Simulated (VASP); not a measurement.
# CdSe (P4_2/mmc) in VASP: settings compared

Aim: see how the results for CdSe move with the level of theory and the settings. Levels: BEEF-vdW, r2SCAN+rVV10. Tasks: band structure, electric field gradients.

All numbers are computed with VASP 6.6.1; they aren't measurements. Logs are shortened: lines on timing, memory, paths and dates and some standing lists are left out, and cuts for length are marked.

## 1. The crystal as given

Symmetry: P4_2/mmc, No. 131, tetragonal system. Conventional cell: a = 4.094 Å, b = 4.094 Å, c = 7.356 Å, α = 90.00°, β = 90.00°, γ = 90.00°. Cd (site symmetry mmm) is surrounded by 4 Se at 2.75 Å. Se (site symmetry -4m2) has 4 Cd at 2.75 Å as nearest neighbours.

The cell was built by a generator and needn't be a form met in nature.

## 2. Band structure, BEEF-vdW (volume scaled by 1.08)

Input file INCAR:

```
PREC = Accurate ; ENCUT = 520
EDIFF = 1E-7 ; ISMEAR = 0
SIGMA = 0.05 ; LREAL = False
LASPH = True ; NELM = 60
ALGO = Normal ; ISIF = 2
LWAVE = False ; LCHARG = False
GGA = BF ; LUSE_VDW = True
ZAB_VDW = -1.8867
```

Input file KPOINTS:

```
Automatic mesh
0
Gamma
  7 7 4
```

Input file POSCAR:

```
CdSe
1.0
    4.2006824512      0.0000000000      0.0000000000
    0.0000000000      4.2006824512      0.0000000000
    0.0000000000      0.0000000000      7.5474576339
Cd Se
2 2
Direct
    0.0000000000      0.5000000000      0.0000000000
    0.5000000000      0.0000000000      0.5000000000
    0.5000000000      0.5000000000      0.2500000000
    0.5000000000      0.5000000000      0.7500000000
```

Input file KPOINTS_OPT:

```
path GXMGZRAZ,XR,MA
20
line-mode
reciprocal
 0.0000000000  0.0000000000  0.0000000000  G
 0.0000000000  0.5000000000  0.0000000000  X

 0.0000000000  0.5000000000  0.0000000000  X
 0.5000000000  0.5000000000  0.0000000000  M

 0.5000000000  0.5000000000  0.0000000000  M
 0.0000000000  0.0000000000  0.0000000000  G

 0.0000000000  0.0000000000  0.0000000000  G
 0.0000000000  0.0000000000  0.5000000000  Z

 0.0000000000  0.0000000000  0.5000000000  Z
 0.0000000000  0.5000000000  0.5000000000  R

 0.0000000000  0.5000000000  0.5000000000  R
 0.5000000000  0.5000000000  0.5000000000  A

 0.5000000000  0.5000000000  0.5000000000  A
 0.0000000000  0.0000000000  0.5000000000  Z

 0.0000000000  0.5000000000  0.0000000000  X
 0.0000000000  0.5000000000  0.5000000000  R

 0.5000000000  0.5000000000  0.0000000000  M
 0.5000000000  0.5000000000  0.5000000000  A
```

Potentials or basis: VASP PAW PBE potentials, release 54 (Cd, Se).

On the command line:

```sh
> cat potpaw_PBE.54/Cd/POTCAR potpaw_PBE.54/Se/POTCAR > POTCAR
> mpirun -np 1 vasp_std > vasp.out
```

OUTCAR:

```text
PREC = Accurate
   ENCUT = 520
   EDIFF = 1E-7
   ISMEAR = 0
   LREAL = False
   LASPH = True
   NELM = 60
   ISIF = 2
   GGA = BF

 ion  position               nearest neighbor table
   1  0.000  0.500  0.000-   3 2.82   4 2.82   3 2.82   4 2.82
   2  0.500  0.000  0.500-   3 2.82   4 2.82   3 2.82   4 2.82
   3  0.500  0.500  0.250-   1 2.82   2 2.82   2 2.82   1 2.82
   4  0.500  0.500  0.750-   1 2.82   2 2.82   2 2.82   1 2.82

  LATTYP: Found a simple tetragonal cell.
 ALAT       =     4.2006824512
 C/A-ratio  =     1.7967217759

  Lattice vectors:

 A1 = (   4.2006824512,   0.0000000000,   0.0000000000)
 A2 = (   0.0000000000,   4.2006824512,   0.0000000000)
 A3 = (   0.0000000000,   0.0000000000,   7.5474576339)

Analysis of symmetry for initial positions (statically):
=====================================================================
 Subroutine PRICEL returns:
 Original cell was already a primitive cell.

 Routine SETGRP: Setting up the symmetry group for a
 simple tetragonal supercell.

 Subroutine GETGRP returns: Found 16 space group operations
 (whereof  8 operations were pure point group operations)
 out of a pool of 16 trial point group operations.

The static configuration has the point symmetry D_2h.
 The point group associated with its full space group is D_4h.

Analysis of symmetry for dynamics (positions and initial velocities):
=====================================================================
 Subroutine PRICEL returns:
 Original cell was already a primitive cell.

 Routine SETGRP: Setting up the symmetry group for a
 simple tetragonal supercell.

 Subroutine GETGRP returns: Found 16 space group operations
 (whereof  8 operations were pure point group operations)
 out of a pool of 16 trial point group operations.

The dynamic configuration has the point symmetry D_2h.
 The point group associated with its full space group is D_4h.

 Subroutine INISYM returns: Found 16 space group operations
 (whereof  8 operations are pure point group operations),
 and found     1 'primitive' translations

----------------------------------------------------------------------------------------

                                     Primitive cell

  volume of cell :     133.1804

  direct lattice vectors                    reciprocal lattice vectors
     4.200682451  0.000000000  0.000000000     0.238056557  0.000000000  0.000000000
     0.000000000  4.200682451  0.000000000     0.000000000  0.238056557  0.000000000
     0.000000000  0.000000000  7.547457634     0.000000000  0.000000000  0.132494947

  length of vectors
     4.200682451  4.200682451  7.547457634     0.238056557  0.238056557  0.132494947

  position of ions in fractional coordinates (direct lattice)
     0.000000000  0.500000000  0.000000000
     0.500000000  0.000000000  0.500000000
     0.500000000  0.500000000  0.250000000
     0.500000000  0.500000000  0.750000000

  ion indices of the primitive-cell ions
   primitive index   ion index
                 1           1
                 2           2
                 3           3
                 4           4

----------------------------------------------------------------------------------------

 KPOINTS: Automatic mesh

Automatic generation of k-mesh.
 Grid dimensions read from file:
 generate k-points for:    7    7    4

 Generating k-lattice:

  Cartesian coordinates                     Fractional coordinates (reciprocal lattice)
     0.034008080  0.000000000  0.000000000     0.142857143  0.000000000  0.000000000
     0.000000000  0.034008080  0.000000000     0.000000000  0.142857143  0.000000000
     0.000000000  0.000000000  0.033123737     0.000000000  0.000000000  0.250000000

  Length of vectors
     0.034008080  0.034008080  0.033123737

  Shift w.r.t. Gamma in fractional coordinates (k-lattice)
     0.000000000  0.000000000  0.000000000

 Subroutine IBZKPT returns following result:
 ===========================================

 Found     30 irreducible k-points:

 Following reciprocal coordinates:
            Coordinates               Weight
  0.000000  0.000000  0.000000      1.000000
  0.142857  0.000000  0.000000      4.000000
  0.285714  0.000000  0.000000      4.000000
  0.428571  0.000000  0.000000      4.000000
  0.142857  0.142857  0.000000      4.000000
  0.285714  0.142857  0.000000      8.000000
[... 16 lines left out ...]
  0.285714  0.000000  0.500000      4.000000
  0.428571  0.000000  0.500000      4.000000
 [... further k-points ...]
   k-points           NKPTS =     30   k-points in BZ     NKDIM =     30   number of bands    NBANDS=     22
   number of dos      NEDOS =    301   number of ions     NIONS =      4
   total plane-waves  NPLWV =  57344
   dimension x,y,z NGX =    32 NGY =   32 NGZ =   56
   dimension x,y,z NGXF=    64 NGYF=   64 NGZF=  112
   ions per type =               2   2
   NGX,Y,Z   is equivalent  to a cutoff of  12.66, 12.66, 12.33 a.u.
   NGXF,Y,Z  is equivalent  to a cutoff of  25.33, 25.33, 24.67 a.u.
 SYSTEM =  unknown system
   PREC   = accura    normal or accurate (medium, high low for compatibility)
   ISTART =      0    job   : 0-new  1-cont  2-samecut
   ICHARG =      2    charge: 1-file 2-atom 10-const
   ISPIN  =      1    spin polarized calculation?
   LNONCOLLINEAR =      F non collinear calculations
   LSORBIT =      F    spin-orbit coupling
   LASPH  =      T    aspherical Exc in radial PAW
   ENCUT  =  520.0 eV  38.22 Ry    6.18 a.u.   7.81  7.81 14.03*2*pi/ulx,y,z
   NELM   =     60;   NELMIN=  2; NELMDL= -5     # of ELM steps
   EDIFF  = 0.1E-06   stopping-criterion for ELM
   LREAL  =      F    real-space projection
   EDIFFG = 0.1E-05   stopping-criterion for IOM
   NSW    =      0    number of steps for IOM
   IBRION =     -1    ionic relax: 0-MD 1-quasi-New 2-CG
   NFREE  =      0    steps in history (QN), initial steepest desc. (CG)
   ISIF   =      2    stress and relaxation
   ISYM   =      2    0-nonsym 1-usesym 2-fastsym
   POTIM  = 0.5000    time-step for ionic-motion
   TEBEG  =    0.0;   TEEND  =   0.0 temperature during run
   PSTRESS=    0.0 pullay stress
   NELECT =      36.0000    total number of electrons
   NUPDOWN=      -1.0000    fix difference up-down
   EMIN   =  10.00;   EMAX   =-10.00  energy-range for DOS
   EFERMI =   0.00;   METHOD = LEGACY
   ISMEAR =     0;   SIGMA  =   0.05  broadening in eV -4-tet -1-fermi 0-gaus
   EFERMI_NEDOS =   21; number of points for ismear=-14 and -15
   IALGO  =     38    algorithm
   IMIX   =      4    mixing-type and parameters
     AMIX     =   0.40;   BMIX     =  1.00
     AMIX_MAG =   1.60;   BMIX_MAG =  1.00
  volume/ion in A,a.u.               =      33.30       224.69
  Fermi-wavevector in a.u.,A,eV,Ry     =   1.058511  2.000296 15.244598  1.120446
  Thomas-Fermi vector in A             =   2.193823
   LORBIT       =      0    0 simple, 1 ext, 2 COOP (PROOUT), +10 PAW based schemes
   GGA     = BF    functional components
   LHFCALC =     F    Hartree Fock is set to
   AEXX    =    0.0000 exact exchange contribution
   IVDW_NL    =     1    kernel type
   BPARAM     = 6.3000
   IVDW    =     0    specifies the selected vdW correction
   LEPSILON=     F    determine dielectric tensor
   LRPA    =     F    only Hartree local field effects (RPA)
 non-spin polarized calculation
 Gauss-broadening in eV      SIGMA  =   0.05
  energy-cutoff  :      520.00
  volume of cell :      133.18
 maximum number of plane-waves:      3604
 NGX is ok and might be reduce to    32
   NGX = 15   NGY = 15   NGZ = 29

 number of electron      36.0000001 magnetization

 Free energy of the ion-electron system (eV)
  ---------------------------------------------------
  ext. energy  EPLUGINS =         0.00000000
  ---------------------------------------------------
  free energy    TOTEN  =         0.06760546 eV

  energy without entropy =        0.06820503  energy(sigma->0) =        0.06790524

 E-fermi :   0.5766     XC(G=0):  -8.2004

 val. band max:        0.5359643587   @ k =   0.4286   0.2857   0.0000
 cond. band min:       0.6878093446   @ k =   0.4286   0.4286   0.0000
 fundamental gap:      0.1518449859
 Fermi energy:         0.5765645046

 k-point     1 :       0.0000    0.0000    0.0000
  band No.  band energies     occupation
      1     -12.1210      2.00000
      2     -11.4747      2.00000
      3      -8.2965      2.00000
      4      -8.1457      2.00000
      5      -8.1457      2.00000
      6      -8.0502      2.00000
[... 14 lines left out ...]
     21       4.0663      0.00000
     22       5.6867      0.00000

 k-point     2 :       0.1429    0.0000    0.0000
  band No.  band energies     occupation
      1     -12.0727      2.00000
      2     -11.4813      2.00000
      3      -8.2787      2.00000
      4      -8.1407      2.00000
      5      -8.1081      2.00000
      6      -8.0507      2.00000
[... 14 lines left out ...]
     21       4.5605      0.00000
     22       5.2251      0.00000

 k-point     3 :       0.2857    0.0000    0.0000
  band No.  band energies     occupation
      1     -11.9589      2.00000
      2     -11.4961      2.00000
      3      -8.2406      2.00000
      4      -8.1287      2.00000
      5      -8.0869      2.00000
      6      -8.0670      2.00000
[... 14 lines left out ...]
     21       5.0003      0.00000
     22       5.3101      0.00000
[... 476 lines left out ...]
 k-point    23 :       0.2857    0.0000    0.5000
  band No.  band energies     occupation
      1     -11.8245      2.00000
      2     -11.6534      2.00000
      3      -8.2170      2.00000
      4      -8.1741      2.00000
      5      -8.1356      2.00000
      6      -8.0808      2.00000
[... 14 lines left out ...]
     21       4.2069      0.00000
     22       4.8985      0.00000

 k-point    24 :       0.4286    0.0000    0.5000
  band No.  band energies     occupation
      1     -11.8218      2.00000
      2     -11.5458      2.00000
      3      -8.2200      2.00000
      4      -8.2096      2.00000
      5      -8.1450      2.00000
      6      -8.0909      2.00000
[... 14 lines left out ...]
     21       3.2601      0.00000
     22       5.0788      0.00000

 [... further k-points ...]

------------------------ aborting loop because EDIFF is reached ----------------------------------------

  FORCE on cell =-STRESS in cart. coord.  units (eV):
  Direction    XX          YY          ZZ          XY          YZ          ZX
  --------------------------------------------------------------------------------------
  -------------------------------------------------------------------------------------
  Total       -0.9914319     -0.9914319     -1.5346434      0.0000000      0.0000000      0.0000000
  in kB      -11.9270509    -11.9270509    -18.4619546      0.0000000      0.0000000      0.0000000
  external PRESSURE =     -14.1053521 kB  Pullay stress =       0.0000000 kB

 VOLUME and BASIS-vectors are now :
 -----------------------------------------------------------------------------
  energy-cutoff  :      520.00
  volume of cell :      133.18
      direct lattice vectors                 reciprocal lattice vectors
     4.200682451  0.000000000  0.000000000     0.238056557  0.000000000  0.000000000
     0.000000000  4.200682451  0.000000000     0.000000000  0.238056557  0.000000000
     0.000000000  0.000000000  7.547457634     0.000000000  0.000000000  0.132494947

 POSITION                                       TOTAL-FORCE (eV/Angst)
 -----------------------------------------------------------------------------------
      0.00000      2.10034      0.00000         0.000000      0.000000     -0.000000
      2.10034      0.00000      3.77373         0.000000      0.000000     -0.000000
      2.10034      2.10034      1.88686         0.000000      0.000000      0.000000
      2.10034      2.10034      5.66059         0.000000      0.000000     -0.000000
 -----------------------------------------------------------------------------------
    total drift:                                0.000000      0.000000     -0.000000

  FREE ENERGIE OF THE ION-ELECTRON SYSTEM (eV)
  ---------------------------------------------------
  free  energy   TOTEN  =         0.0676054557 eV

  energy  without entropy=        0.0682050293  energy(sigma->0) =        0.06790524

Total vdW correction in eV:      7.4223134
```

Run time: 3.5 min. Hardware: 1 thread of AMD EPYC 9R45 (Zen 5), shared host; peak memory 0.54 GiB.

What came out:

| Property | Result |
| --- | --- |
| Free energy | 0.0676 eV |
| Pressure | -1.4 GPa |
| Band gap along the path | none (metal or under the smearing width) |

Stress tensor (GPa, compression positive):
```
-1.19  0.00  0.00
 0.00 -1.19  0.00
 0.00  0.00 -1.85
```

Levels at the corners of the path, in eV from the Fermi level:
```
point  band 14  band 15  band 16  band 17  band 18  band 19  band 20  band 21  band 22
    Γ    -1.65    -1.65    -1.07    -0.96    -0.39    -0.39     2.78     3.49     5.11
    X    -4.03    -2.64    -1.30    -0.43    -0.29     0.35     1.34     3.75     5.33
    X    -4.03    -2.64    -1.30    -0.43    -0.29     0.35     1.34     3.75     5.33
    M    -3.73    -3.39    -2.40    -2.40     0.16     1.13     2.02     2.02     3.06
    M    -3.73    -3.39    -2.40    -2.40     0.16     1.13     2.02     2.02     3.06
    Γ    -1.65    -1.65    -1.07    -0.96    -0.39    -0.39     2.78     3.49     5.11
    Γ    -1.65    -1.65    -1.07    -0.96    -0.39    -0.39     2.78     3.49     5.11
    Z    -3.66    -1.36    -1.36    -0.81    -0.81     1.29     1.29     4.63     4.63
    Z    -3.66    -1.36    -1.36    -0.81    -0.81     1.29     1.29     4.63     4.63
    R    -3.16    -2.83    -2.54    -1.22    -0.41     1.88     2.34     2.56     4.55
    R    -3.16    -2.83    -2.54    -1.22    -0.41     1.88     2.34     2.56     4.55
    A    -3.68    -2.55    -2.55    -1.90    -1.90     1.81     1.81     2.60     2.60
    A    -3.68    -2.55    -2.55    -1.90    -1.90     1.81     1.81     2.60     2.60
    Z    -3.66    -1.36    -1.36    -0.81    -0.81     1.29     1.29     4.63     4.63
    X    -4.03    -2.64    -1.30    -0.43    -0.29     0.35     1.34     3.75     5.33
    R    -3.16    -2.83    -2.54    -1.22    -0.41     1.88     2.34     2.56     4.55
    M    -3.73    -3.39    -2.40    -2.40     0.16     1.13     2.02     2.02     3.06
    A    -3.68    -2.55    -2.55    -1.90    -1.90     1.81     1.81     2.60     2.60
```

Caveat: the PAW data sets were made with another functional, which shifts forces and pressure a little.

(Part 1 of 2 ends here.)
